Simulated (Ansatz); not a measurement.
## 6 guesses for HfO₂ and where they end

Method: DFT PBE, scalar-relativistic, plane waves, PAW (Ansatz). Settings: cutoff 420 eV, Γ-centred meshes spaced at most about 0.3 Å⁻¹, and about 0.25 Å⁻¹ or finer for metals (2π included), Gaussian smearing. No spin polarisation in the final relaxations.

Each guess was relaxed in cell and atoms at zero pressure, within the symmetry of its start. These are static total energies at zero pressure. Coordination counts O atoms around Hf (those within 1.25 times the shortest such distance or 1.15 times the sum of covalent radii; a plus sign parts nearer from farther groups).

| guess | made from | start group | V start (Å³/atom) | end group | V end (Å³/atom) | coordination at the end | gap on mesh (eV) | E over the lowest end (meV/atom) |
| --- | --- | --- | --- | --- | --- | --- | --- | --- |
| 1 | a Materials Project cell | P4_2/mnm | 12.4 | P4_2/mnm (rutile) | 12.9 | Hf 6 | 3.90 | 0 |
| 2 | a Materials Project cell | Pca2_1 | 11.0 | Pca2_1 | 11.4 | Hf 7 | 4.37 | 1 |
| 3 | random cell | F-43m | 12.6 | F-43m | 10.7 | Hf 4+6 | 2.29 | 1269 |
| 4 | random cell | P-62m | 13.3 | P6/mmm | 12.6 | Hf 6 | 0 | 1291 |
| 5 | a cell as deposited in COD | Fm-3m | 11.2 | Fm-3m (fluorite) | 11.0 | Hf 8 | 3.75 | 64 |
| 6 | random cell | P4/mmm | 14.8 | ? | ? | ? | ? | ? |

Guess 6 as it starts:

```cif
data_structure
_symmetry_space_group_name_H-M 'P 1'
_symmetry_Int_Tables_number 1
_cell_length_a 3.0823
_cell_length_b 3.0823
_cell_length_c 4.6600
_cell_angle_alpha 90.000
_cell_angle_beta 90.000
_cell_angle_gamma 90.000
_cell_volume 44.27
loop_
_atom_site_label
_atom_site_type_symbol
_atom_site_fract_x
_atom_site_fract_y
_atom_site_fract_z
_atom_site_occupancy
Hf1 Hf 0.00000 0.00000 0.50000 1
O1 O 0.50000 0.50000 0.21196 1
O2 O 0.50000 0.50000 0.78804 1
```

Q: Fill in the missing row: what does this guess relax into, and where does it rank?

A: It ends in space group P4/mmm (No. 123), with a = 2.794 Å, c = 6.212 Å, 16.2 Å³/atom and no gap. It lies 1.18 eV/atom over the lowest end, above guess 5 and below guess 3. Counting O atoms around Hf, this end has Hf 8 and the lowest (guess 1) has Hf 6.

```
Hf O
1.0
     2.79425    0.00000    0.00000
     0.00000    2.79425    0.00000
     0.00000    0.00000    6.21176
Hf O
1 2
Cartesian
  0.0000 0.0000 3.1059
  1.3971 1.3971 1.9894
  1.3971 1.3971 4.2224
```

The zero of energy is the elements' standard structures at the same level (O₂ as a molecule); no fitted shifts are applied.

Q: Is the lowest end bound against the elements?

A: Yes: its formation energy is −3.435 eV/atom. A negative formation energy is needed for stability but isn't enough: competing phases decide.

For metals, differences of a few meV/atom aren't resolved. No dispersion correction is applied, so the spacing and binding between layers, chains or molecules are poorly described (P4/mmm), and this can change margins and order among such cells. These runs have no spin–orbit coupling, which can matter for Hf. Kohn–Sham gaps at this level usually fall short of measured ones. Cells relaxed within their symmetry can be saddle points. Some structure types and database cells were kept out of the candidates from the start, so a known form may be missing.

The random start keeps its tetragonal symmetry but collapses into slabs whose eightfold Hf coordination brings no stability. Fluorite has the same coordination number and lies only 64 meV/atom above the lowest end, so the arrangement matters more than the count. In fluorite, oxygen sits in a tetrahedron of Hf; in the slab, its nearest Hf neighbours all lie on one side, a poor way to screen repulsion between cations in a strongly ionic oxide. The square Hf net is also squeezed to a spacing of 2.794 Å. This crowding probably broadens the O 2p and Hf 5d bands until they overlap, closing the gap expected for tetravalent, d-empty Hf.

Rutile and Pca2_1 are effectively degenerate here, so their order shouldn't be read as a preference for sixfold coordination. Bulk HfO₂ is in fact monoclinic baddeleyite at ambient conditions, with sevenfold Hf, and that form is absent from the table. PBE's tendency to favour open structures may also help the roomier rutile cell.
